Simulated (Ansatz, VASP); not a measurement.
## SrVO3: VASP beside Ansatz

The input POSCAR:

```
SrVO3
1.0
    3.8403766576      0.0000000000      0.0000000000
    0.0000000000      3.8403766576      0.0000000000
    0.0000000000      0.0000000000      3.8403766576
Sr V O
1 1 3
Direct
    0.5000000000      0.5000000000      0.5000000000
    0.0000000000      0.0000000000      0.0000000000
    0.5000000000      0.0000000000      0.0000000000
    0.0000000000      0.5000000000      0.0000000000
    0.0000000000      0.0000000000      0.5000000000
```

The input INCAR.step1:

```
SYSTEM = SrVO3
PREC = Accurate
ENCUT = 520
ISMEAR = 0
SIGMA = 0.05
LREAL = .False.
LASPH = .True.
NELM = 100
NBANDS = 28
GGA = PE
ALGO = Normal
EDIFF = 1E-4
LWAVE = .True.
LCHARG = .False.
```

Contents of INCAR.step2:

```
SYSTEM = SrVO3
PREC = Accurate
ENCUT = 520
EDIFF = 1E-7
ISMEAR = 0
SIGMA = 0.05
LREAL = .False.
LASPH = .True.
NELM = 100
ALGO = Normal
ISIF = 2
LWAVE = .False.
LCHARG = .True.
METAGGA = R2SCAN
LMIXTAU = .True.
LELF = .True.
LVHAR = .True.
NBANDS = 28
ISTART = 1
```

Contents of KPOINTS:

```
Automatic mesh
0
Gamma
  8 8 8
  0 0 0
```

Input for Ansatz:

```yaml
crystal:
  lattice:
    - [3.8403766576, 0.0, 0.0]
    - [0.0, 3.8403766576, 0.0]
    - [0.0, 0.0, 3.8403766576]
  atoms:
    - { symbol: Sr, position: [0.5, 0.5, 0.5] }
    - { symbol: V, position: [0.0, 0.0, 0.0] }
    - { symbol: O, position: [0.5, 0.0, 0.0] }
    - { symbol: O, position: [0.0, 0.5, 0.0] }
    - { symbol: O, position: [0.0, 0.0, 0.5] }
basis:
  ecutwfc: 500
  ecutrho_ratio: 4
kpoints:
  mp_grid: { grid: [8, 8, 8] }
hamiltonian:
  xc: r2scan
scf:
  occupations: { method: gaussian, width: 0.05 }
output:
  forces: true
  stress: true
  eigenvalues: true
```

Alike in both runs: task single point; functional r2SCAN; k mesh 8 × 8 × 8; occupations gaussian, width 0.05 eV; no spin polarisation.

|  | VASP | Ansatz |
| --- | --- | --- |
| version | VASP 6.6.1 | Ansatz 0.2.0 |
| potentials or method | VASP PAW PBE potentials, release 64 (Sr_sv, V_sv, O) | scalar-relativistic, plane waves, PAW |
| plane-wave cutoff (eV) | 520 | 500 |
| valence electrons in the cell | 41 | 41 |

Ansatz gave:

```
gap on the k mesh at the Fermi level (eV) : none
pressure (GPa)                            : -1.9
```

Task: Estimate VASP's values.

Result: gap on the k mesh at the Fermi level (eV): none; pressure (GPa): -1.0.

A gap of «none» marks a metal or a gap that the smearing closes.

Caveats: the PAW data sets were made with another functional, which shifts forces and pressure a little (VASP); an odd number of electrons without spin polarisation forces a metal; a magnetic or distorted state may lie lower; the run has no spin polarisation, though such a crystal can be magnetic; semilocal functionals often make such compounds metallic where correlation or magnetic order opens a gap, which also shifts bond lengths.
